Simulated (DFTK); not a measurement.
Sb:

```
Sb
1.0
     2.15420    1.24373    3.75800
    -2.15420    1.24373    3.75800
     0.00000   -2.48746    3.75800
Sb
2
Cartesian
  0.0000 0.0000 8.6416
  0.0000 0.0000 2.6324
```

Base run:

* Program: DFTK 0.8.2
* Functional: r2SCAN
* Potentials or basis: SG15 1.2 (PBE)
* Cutoff: 1225 eV
* k mesh: 5 × 5 × 5
* Occupations: fermi-dirac, width 0.05 eV
* Spin: no spin polarisation

Its results: pressure 0.1 GPa; largest force 0.294 eV/Å.

Task: After a change of settings the same cell gave: pressure -0.4 GPa; largest force 0.033 eV/Å. Which change was it?
A. potentials or basis from SG15 1.2 (PBE) to in-house norm-conserving set (r2SCAN, scalar relativistic)
B. functional from r2SCAN to LDA
C. functional from r2SCAN to PBEsol

Result: C.

Caveats: the potentials were made for another functional, which shifts forces and pressure.

Runs at the PBE level aren't shown here.
